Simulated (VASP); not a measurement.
# CdTe in VASP: one cell, several levels of theory, part 2 of 2

VASP 6.6.1, plane waves, PAW. The steps go on from the part before.

**3. Single point with r2SCAN**

Input file INCAR:

```
ENCUT = 520.000000
SIGMA = 0.010000
EDIFF = 1.00e-07
ALGO = Normal
METAGGA = R2SCAN
PREC = Accurate
IBRION = -1
ISIF = 2
ISMEAR = 0
NBANDS = 16
NELM = 120
NSW = 0
LASPH = .TRUE.
LCHARG = .FALSE.
LWAVE = .FALSE.
LREAL = .FALSE.
```

Input file KPOINTS:

```
KPOINTS created by Atomic Simulation Environment
0
Gamma
6 6 6
0 0 0
```

Input file KPOINTS_OPT:

```
special points
6
Reciprocal
0.0000000000 0.0000000000 0.0000000000 1
-0.5000000000 -0.5000000000 0.0000000000 1
-0.3750000000 -0.3750000000 0.2500000000 1
-0.3750000000 0.0000000000 0.3750000000 1
0.0000000000 0.0000000000 0.5000000000 1
-0.5000000000 -0.2500000000 0.2500000000 1
```

Input file POSCAR:

```
Cd Te
 1.0000000000000000
     0.0000000000000000    3.2396116692999999    3.3316974651000000
     3.2396116692999999    0.0000000000000000    3.3316974651000000
     3.2396116692999999    3.2396116692999999    0.0000000000000000
 Cd  Te
   1   1
Cartesian
  0.0000000000000000  0.0000000000000000  0.0000000000000000
  1.6198058346499999  1.6198058346499999  1.6658487325500000
```

Run with:

```console
$ mpirun -np 1 vasp_std
```

Standard output, without the iteration lines:

```text
POSCAR found type information on POSCAR CdTe
 POSCAR found :  2 types and       2 ions
 -----------------------------------------------------------------------------
|                                                                             |
|                                                                             |
|     You enforced a specific xc type in the INCAR file but a different       |
|     I HOPE YOU KNOW WHAT YOU ARE DOING!                                     |
|                                                                             |
 -----------------------------------------------------------------------------

 LDA part: xc-table for (None), standard interpolation
 POSCAR, INCAR and KPOINTS ok, starting setup
 FFT: planning ... GRIDC
 FFT: planning ... GRID_SOFT
 FFT: planning ... GRID
 WAVECAR not read
 entering main loop
 Start KPOINTS_OPT (optional k-point list driver)
k-point batch [1-6\6]
```

OSZICAR:

```text
N       E                     dE             d eps       ncg     rms          rms(c)
DAV:   1     0.573706707279E+02    0.57371E+02   -0.84445E+03   968   0.993E+02
DAV:   2    -0.473893133543E+02   -0.10476E+03   -0.99243E+02  1152   0.239E+02
DAV:   3    -0.511852498299E+02   -0.37959E+01   -0.37903E+01  1176   0.476E+01
DAV:   4    -0.512140429040E+02   -0.28793E-01   -0.28792E-01  1456   0.382E+00
DAV:   5    -0.512142117025E+02   -0.16880E-03   -0.16880E-03  1280   0.208E-01    0.520E+00
DAV:   6    -0.466539493549E+02    0.45603E+01   -0.28832E+00   984   0.210E+01    0.666E+00
DAV:   7    -0.466243257169E+02    0.29624E-01   -0.11497E-01  1232   0.358E+00    0.441E+00
DAV:   8    -0.466351565002E+02   -0.10831E-01   -0.80406E-02  1144   0.292E+00    0.908E-01
DAV:   9    -0.466385977924E+02   -0.34413E-02   -0.68429E-03  1288   0.638E-01    0.348E-01
DAV:  10    -0.466383476110E+02    0.25018E-03   -0.19539E-03  1112   0.470E-01    0.624E-02
DAV:  11    -0.466383432500E+02    0.43611E-05   -0.10145E-04  1280   0.131E-01    0.426E-02
DAV:  12    -0.466383567026E+02   -0.13453E-04   -0.57448E-05  1168   0.935E-02    0.233E-02
DAV:  13    -0.466383523607E+02    0.43419E-05   -0.13685E-05  1216   0.457E-02    0.748E-03
DAV:  14    -0.466383525754E+02   -0.21470E-06   -0.33274E-07  1176   0.477E-03    0.548E-03
DAV:  15    -0.466383522660E+02    0.30935E-06   -0.15012E-07   904   0.515E-03    0.272E-03
DAV:  16    -0.466383523524E+02   -0.86415E-07   -0.53377E-08   624   0.232E-03
   1 F= -.46638352E+02 E0= -.46638352E+02  d E =-.355056E-12
       N       E                     dE             ncg
DAV:   1     0.721615637963E+03   -0.26167E+04      200
DAV:   2     0.127308491320E+03   -0.59431E+03      224
DAV:   3     0.107067818438E+03   -0.20241E+02      240
DAV:   4     0.106918641381E+03   -0.14918E+00      296
DAV:   5     0.106918388619E+03   -0.25276E-03      248
DAV:   6     0.106918383290E+03   -0.53287E-05      280
DAV:   7     0.106918383202E+03   -0.88544E-07      256
```

Parts of OUTCAR:

```text
k-points           NKPTS =     30   k-points in BZ     NKDIM =     30   number of bands    NBANDS=     16

   NELECT =      18.0000    total number of electrons

   dimension x,y,z NGX =    36 NGY =   36 NGZ =   36
   dimension x,y,z NGXF=    72 NGYF=   72 NGZF=   72

  energy-cutoff  :      520.00
  volume of cell :       69.93
      direct lattice vectors                 reciprocal lattice vectors
     0.000000000  3.239611669  3.331697465    -0.154339486  0.154339486  0.150073650
     3.239611669  0.000000000  3.331697465     0.154339486 -0.154339486  0.150073650
     3.239611669  3.239611669  0.000000000     0.154339486  0.154339486 -0.150073650

 k-points in reciprocal lattice and weights: KPOINTS created by Atomic Simulation Env
   0.00000000  0.00000000  0.00000000       0.005
   0.16666667 -0.00000000  0.00000000       0.037
   0.33333333 -0.00000000  0.00000000       0.037
   0.50000000 -0.00000000  0.00000000       0.019
   0.16666667  0.16666667  0.00000000       0.009
   0.33333333  0.16666667  0.00000000       0.037
   0.50000000  0.16666667  0.00000000       0.037
  -0.33333333  0.16666667  0.00000000       0.037
[... 22 more k-points ...]

 E-fermi :   1.9327

 k-point     1 :       0.0000    0.0000    0.0000
  band No.  band energies     occupation
      1      -9.5099      2.00000
      2      -6.6216      2.00000
      3      -6.6142      2.00000
      4      -6.6142      2.00000
      5      -6.3550      2.00000
      6      -6.3528      2.00000
      7       1.7915      2.00000
      8       1.8894      2.00000
      9       1.8894      2.00000
     10       3.0370      0.00000
     11       6.9054      0.00000
     12       6.9054      0.00000
     13       6.9176      0.00000
     14       9.7385      0.00000
     15      11.4229      0.00000
     16      11.8371      0.00000

 k-point     2 :       0.1667   -0.0000    0.0000
  band No.  band energies     occupation
      1      -9.4129      2.00000
      2      -6.6012      2.00000
      3      -6.5958      2.00000
      4      -6.5290      2.00000
      5      -6.3548      2.00000
      6      -6.3545      2.00000
      7       0.2101      2.00000
      8       1.5963      2.00000
      9       1.6827      2.00000
     10       4.0716      0.00000
     11       6.9512      0.00000
     12       7.2524      0.00000
     13       7.2534      0.00000
     14      10.5738      0.00000
     15      10.8307      0.00000
     16      10.8750      0.00000

 k-point     3 :       0.3333   -0.0000    0.0000
  band No.  band energies     occupation
      1      -9.2200      2.00000
      2      -6.5697      2.00000
      3      -6.5632      2.00000
      4      -6.3528      2.00000
      5      -6.3503      2.00000
      6      -6.2438      2.00000
      7      -1.6421      2.00000
      8       1.2080      2.00000
      9       1.3312      2.00000
     10       4.1652      0.00000
     11       7.4363      0.00000
     12       7.5700      0.00000
     13       8.4811      0.00000
     14      10.3533      0.00000
     15      11.1887      0.00000
     16      11.2333      0.00000

 k-point     4 :       0.5000   -0.0000    0.0000
  band No.  band energies     occupation
      1      -9.1262      2.00000
      2      -6.5573      2.00000
      3      -6.5498      2.00000
      4      -6.3485      2.00000
      5      -6.3427      2.00000
      6      -6.0013      2.00000
      7      -2.4804      2.00000
      8       1.0378      2.00000
      9       1.1771      2.00000
     10       4.0515      0.00000
     11       7.3803      0.00000
     12       7.5393      0.00000
     13       9.2527      0.00000
     14      10.9725      0.00000
     15      12.5934      0.00000
     16      12.7608      0.00000

 k-point     5 :       0.1667    0.1667    0.0000
  band No.  band energies     occupation
      1      -9.3844      2.00000
      2      -6.5776      2.00000
      3      -6.5776      2.00000
      4      -6.5316      2.00000
      5      -6.3647      2.00000
      6      -6.3462      2.00000
      7       0.1552      2.00000
      8       1.3245      2.00000
      9       1.3245      2.00000
     10       4.6587      0.00000
     11       6.0303      0.00000
     12       7.8556      0.00000
     13       7.8556      0.00000
     14       9.2961      0.00000
     15      11.4237      0.00000
     16      12.0725      0.00000

 k-point     6 :       0.3333    0.1667    0.0000
  band No.  band energies     occupation
      1      -9.2260      2.00000
      2      -6.5549      2.00000
      3      -6.5416      2.00000
      4      -6.3925      2.00000
      5      -6.3421      2.00000
      6      -6.2865      2.00000
      7      -1.2073      2.00000
      8       0.7682      2.00000
      9       0.9400      2.00000
     10       5.1032      0.00000
     11       6.3452      0.00000
     12       7.9301      0.00000
     13       8.4629      0.00000
     14      10.1431      0.00000
     15      12.0843      0.00000
     16      12.1086      0.00000

 k-point     7 :       0.5000    0.1667    0.0000
  band No.  band energies     occupation
      1      -9.1003      2.00000
      2      -6.5412      2.00000
      3      -6.5255      2.00000
      4      -6.3642      2.00000
      5      -6.3451      2.00000
      6      -5.9833      2.00000
      7      -2.2740      2.00000
      8       0.2096      2.00000
      9       0.8692      2.00000
     10       5.0399      0.00000
     11       6.8909      0.00000
     12       8.2881      0.00000
     13       8.9314      0.00000
     14      11.1104      0.00000
     15      12.3055      0.00000
     16      12.7122      0.00000

 k-point     8 :      -0.3333    0.1667    0.0000
  band No.  band energies     occupation
      1      -9.1275      2.00000
      2      -6.5429      2.00000
      3      -6.5398      2.00000
      4      -6.3588      2.00000
      5      -6.3549      2.00000
      6      -6.0524      2.00000
      7      -2.0170      2.00000
      8       0.0704      2.00000
      9       1.1587      2.00000
     10       5.0841      0.00000
     11       7.1674      0.00000
     12       7.9627      0.00000
     13       8.5324      0.00000
     14      10.8023      0.00000
     15      11.4987      0.00000
     16      12.8094      0.00000

[... the tables of k-points 9 to 30 left out ...]

  Total        0.2627749      0.2627749      0.0460095      0.0000000      0.0000000      0.0000000
  in kB        6.0202287      6.0202287      1.0540864      0.0000000      0.0000000      0.0000000
  external PRESSURE =       4.3648479 kB  Pullay stress =       0.0000000 kB

 POSITION                                       TOTAL-FORCE (eV/Angst)
 -----------------------------------------------------------------------------------
      0.00000      0.00000      0.00000         0.000000      0.000000     -0.000000
      1.61981      1.61981      1.66585        -0.000000     -0.000000      0.000000
 -----------------------------------------------------------------------------------
    total drift:                               -0.000001     -0.000001     -0.000001

  FREE ENERGIE OF THE ION-ELECTRON SYSTEM (eV)
  ---------------------------------------------------
  free  energy   TOTEN  =       -46.6383523524 eV

  energy  without entropy=      -46.6383523524  energy(sigma->0) =      -46.63835235
```

Hardware: 1 MPI rank of Intel Xeon Platinum 8488C, shared host.

The levels at the points of KPOINTS_OPT are read from vasprun.xml.

Near the gap, in eV above the top of the last filled band v; c is the band after it:

```
point    v−1      v     c   c+1
    Γ   0.00   0.00  1.15  5.02
    X  -1.77  -1.77  2.98  3.10
    U  -2.53  -1.45  3.32  4.92
    K  -2.53  -1.57  3.15  4.74
    L  -0.85  -0.71  2.16  5.49
    W  -2.30  -2.17  4.60  4.96
```

r2SCAN gives a direct gap of 1.15 eV at Γ. The pressure is 0.44 GPa; the forces vanish within 0.01 eV/Å.

**4. What came out**

The summary covers parts 1 to 2.

| level | gap (eV) | pressure (GPa) | Ansatz: gap (eV) | Ansatz: pressure (GPa) |
| --- | --- | --- | --- | --- |
| PBE | 0.65 | 1.49 | 0.65 | 1.37 |
| r2SCAN | 1.15 | 0.44 | 1.16 | 0.33 |

What this shows: The gap spans 0.65 eV (PBE) to 1.15 eV (r2SCAN). Spin-orbit coupling is left out, though the cell holds Te (Z = 52); in an element this heavy it can shift bands and gaps by tenths of an eV. At this one volume the pressure spans 0.4 GPa (r2SCAN) to 1.5 GPa (PBE): PBE wants the largest cell and r2SCAN the smallest. The two programs agree on the gap within 0.02 eV, far less than the spread between functionals. The two codes have different PAW datasets and cutoffs. VASP's cell holds 18 valence electrons and Ansatz's 36.
